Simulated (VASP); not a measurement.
## CuO (Tenorite) under changes of volume

One of the cells (10.296 Å³/atom); the others are scaled copies at fixed shape and fractional positions:

```
Cu O
1.0
     2.04831   -1.98160    0.15612
     2.04831    1.98160    0.15612
    -0.39413    0.00000    5.04306
Cu O
2 2
Direct
  0.49424 0.99420 0.50178
  0.99420 0.49424 0.00178
  0.49330 0.49526 0.75192
  0.49526 0.49330 0.25192
```

```yaml
Program: VASP 6.6.1
Functional: LDA
Potentials_or_basis: VASP PAW LDA potentials, release 64 (Cu, O)
Cutoff: 520 eV
k_mesh: 8 × 8 × 4
Occupations: fermi-dirac, width 0.05 eV
Spin: no spin polarisation
```

```csv
volume (Å³/atom),energy over the lowest point (meV/atom),pressure (GPa),largest force (eV/Å)
9.884,?,?,?
10.090,3.21,4.5,0.016
10.296,0.00,0.4,0.016
10.502,1.82,-3.4,0.016
10.708,8.13,-6.7,0.015
```

Problem. What does the run at 9.884 Å³/atom give?

Solution. Energy over the lowest point 12.08 meV/atom; pressure 9.2 GPa; largest force 0.017 eV/Å.

Worked out: A Birch-Murnaghan fit of order 2 (a polynomial in V^(-2/3)) to the other rows has its minimum at 10.32 Å³/atom with B0 = V·E''(V) = 192 GPa at fixed shape and positions, which overstates the stiffness. It gives 11.93 meV/atom at 9.884 Å³/atom, against the run's 12.08, and -dE/dV = 9.1 GPa, against 9.2.

Energies are extrapolated to zero smearing.

Caveats: the run has no spin polarisation, though such a crystal can be magnetic.
